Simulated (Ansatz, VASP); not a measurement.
# ZnO: VASP beside Ansatz

```xyz
4
Lattice="3.2309 0.0000 0.0000 -1.6155 2.7980 0.0000 0.0000 0.0000 5.2156" Properties=species:S:1:pos:R:3 pbc="T T T"
Zn    0.0000    1.8654    0.0080
Zn    1.6155    0.9327    2.6158
O     0.0000    1.8654    1.9844
O     1.6155    0.9327    4.5922
```

Alike in both runs: functional PBEsol; k mesh 9 × 9 × 6; occupations gaussian, width 0.02 eV; no spin polarisation.

Ansatz relaxed the structure, and its values are those at the end. VASP's run is a single point on that final structure, the one shown.

```csv
,VASP,Ansatz
version,VASP 6.6.1,Ansatz 0.2.0
potentials or method,"VASP PAW PBE potentials, release 64 (Zn, O)","scalar-relativistic, plane waves, PAW"
plane-wave cutoff (eV),520,420
valence electrons in the cell,36,36
```

VASP gave:

```
gap on the k mesh at the Fermi level (eV) : 0.69
least direct gap on the mesh (eV)         : 0.69
pressure (GPa)                            : 0.7
```

Which values does Ansatz return?

gap on the k mesh at the Fermi level (eV): 0.70; least direct gap on the mesh (eV): 0.70; pressure (GPa): 0.0.

Ansatz warned: «pseudo_functional_mismatch».

Caveats: the PAW data sets were made with another functional, which shifts forces and pressure a little (VASP).
